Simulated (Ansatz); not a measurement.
Ti: what changed settings do

All trials start from this Ansatz input:

```yaml
crystal:
  lattice:
    - [0.0, 2.03, 2.03]
    - [2.03, 0.0, 2.03]
    - [2.03, 2.03, 0.0]
  atoms:
    - { symbol: Ti, position: [0.0, 0.0, 0.0] }
basis:
  ecutwfc: 420
kpoints:
  mp_grid: { grid: [6, 6, 6] }
hamiltonian:
  xc: pbe
scf:
  occupations: { method: gaussian, width: 0.1 }
output:
  forces: true
  stress: true
  eigenvalues: true
```

Command:

```bash
ansatz run input.yaml --threads 1 --pin off --max-ram 1331MiB --backend cpu --events-out ev --progress --plain --runs-dir out
```

The run converges in 6 SCF iterations on 16 irreducible k-points: pressure 5.06 GPa, no gap.

These settings were drawn at random to show what each does; none of the numbers is a converged property of the crystal. Each trial's input is given as a difference from the reference's; energies are extrapolated to zero smearing where there is one, and pressure is positive in compression.

Problem. Trial 1:

```diff
 hamiltonian:
-  xc: pbe
+  xc: pbesol
 scf:
+  max_iter: 300
```

What happens?

Solution. The run converges in 6 SCF iterations on 16 irreducible k-points: pressure 0.33 GPa, no gap.

Problem. Trial 2:

```diff
 basis:
-  ecutwfc: 420
+  ecutwfc: 400
 scf:
-  occupations: { method: gaussian, width: 0.1 }
+  occupations: { method: fixed }
+  max_iter: 73
```

How does this run end?

Solution. The run converges in 6 SCF iterations on 16 irreducible k-points: energy 86.5 meV per atom above the reference, pressure 6.05 GPa, no gap. It warns that bands overlap at the filling; that the cutoff lies under the recommended one, 420 eV for these potentials; that the bands looked metallic on the way.

Problem. Trial 3:

```diff
 basis:
-  ecutwfc: 420
+  ecutwfc: "48 Ry"
 hamiltonian:
+  dispersion: none
 scf:
+  mixing: { algorithm: broyden, beta: 0.47, ndim: 12 }
+  initial_density: { chi_scale: 0, normalization: atom }
+  max_iter: 84
```

How does this run end?

Solution. The run converges in 7 SCF iterations on 16 irreducible k-points: pressure 5.05 GPa, no gap.

Problem. Trial 4:

```diff
 kpoints:
-  mp_grid: { grid: [6, 6, 6] }
+  mp_grid: { grid: [2, 2, 2], shift: [0.5, 0.5, 0] }
```

How does this run end?

Solution. The run converges in 7 SCF iterations on 3 irreducible k-points: energy 769 meV per atom above the reference, pressure 22.52 GPa, no gap. It warns that the mesh lowers the symmetry.

Problem. Trial 5:

```diff
 kpoints:
-  mp_grid: { grid: [6, 6, 6] }
+  mp_grid: { grid: [4, 4, 4], shift: [0.5, 0.5, 0.5] }
 scf:
+  convergence: { dr2_threshold: "1e-9 eV" }
```

What happens?

Solution. The run converges in 7 SCF iterations on 10 irreducible k-points: energy 33.0 meV per atom above the reference, pressure 4.32 GPa, no gap. It warns that the SCF threshold is loose for the stress; that the mesh lowers the symmetry.

Problem. Trial 6:

```diff
 basis:
+  ecutrho_ratio: 4
 hamiltonian:
+  dispersion: d3bj
 scf:
+  max_iter: 100
```

What does the program give?

Solution. The run converges in 6 SCF iterations on 16 irreducible k-points: pressure -1.20 GPa, no gap.

Problem. Trial 7:

```diff
 hamiltonian:
-  xc: pbe
+  xc: blyp
 scf:
-  occupations: { method: gaussian, width: 0.1 }
+  occupations: { method: tetrahedron }
+  mixing: { algorithm: anderson, preconditioner: kerker_dos }
+  initial_density: { chi_scale: 0, normalization: atom }
+  max_iter: 60
```

What does the program give?

Solution. The run converges in 8 SCF iterations on 16 irreducible k-points: pressure 7.24 GPa, no gap. It warns that the printed bands weren't solved further after the SCF; that forces and stress under tetrahedra may miss the energy's slope.

Problem. Trial 8:

```diff
 basis:
-  ecutwfc: 420
+  ecutwfc: 210
 scf:
-  occupations: { method: gaussian, width: 0.1 }
+  occupations: { method: cold, width: "0.005 Ry" }
```

What does the program give?

Solution. The run converges in 7 SCF iterations on 16 irreducible k-points: energy 3.77 eV per atom above the reference, pressure 3.89 GPa (unreliable at so low a cutoff), no gap. It warns that the cutoff lies under the recommended one, 420 eV for these potentials.

Problem. Trial 9:

```diff
 crystal:
   atoms:
-    - { symbol: Ti, position: [0.0, 0.0, 0.0] }
+    - { symbol: Ti, position: [0.0, 0.0, 0.0], spin: -24.0 }
 basis:
+  ecutrho_ratio: 10
 kpoints:
-  mp_grid: { grid: [6, 6, 6] }
+  mp_grid: { grid: [2, 2, 2], shift: [0.5, 0.5, 0.5] }
 scf:
-  occupations: { method: gaussian, width: 0.1 }
+  occupations: { method: cold, width: 0.22 }
+  lower_state_search: "off"
+  n_extra_bands: 20
+  max_iter: 30
+  convergence: { dr2_threshold: "1e-10 eV" }
 output:
+  populations: true
+magnetization:
+  spin_polarized: true
```

How does this run end?

Solution. The run converges in 23 SCF iterations on 2 irreducible k-points: energy 109 meV per atom below the reference, pressure 3.44 GPa, no gap, cell moment -0.50 μB (the reference has none, and so few k-points can make one). It warns that the starting moments were lost; that the state wasn't tested for a lower one; that the mesh lowers the symmetry.

Problem. Trial 10:

```diff
 crystal:
   atoms:
-    - { symbol: Ti, position: [0.0, 0.0, 0.0] }
+    - { symbol: Ti, position: [0.0, 0.0, 0.0], spin: 40.0 }
 basis:
-  ecutwfc: 420
+  ecutwfc: 510
 kpoints:
-  mp_grid: { grid: [6, 6, 6] }
+  mp_grid: { grid: [2, 2, 2], shift: [0, 0, 0.5] }
 hamiltonian:
-  xc: pbe
+  xc: rpbe
+  hubbard: { sites: [{ species: Ti, l: d, u_eff: 2.2 }], projectors: atomic }
 scf:
-  occupations: { method: gaussian, width: 0.1 }
+  occupations: { method: fermi_dirac, width: "3000 K" }
+  lower_state_search: "off"
+  mixing:
+    algorithm: broyden
+    preconditioner: local_kerker
+    globalisation: backtrack
+  max_iter: 80
+  convergence: { dr2_threshold: "1e-4 eV" }
 output:
-  forces: true
-  stress: true
+  forces: false
+  stress: false
+  populations: true
+magnetization:
+  spin_polarized: true
```

What happens?

Solution. The run converges in 17 SCF iterations on 2 irreducible k-points: no gap, cell moment 1.64 μB (the reference has none, and so few k-points can make one). It warns that the count of filled bands differs between k-points; that the starting moments were lost; that the state wasn't tested for a lower one; that the mesh lowers the symmetry. Under a U the state reached may not be the lowest.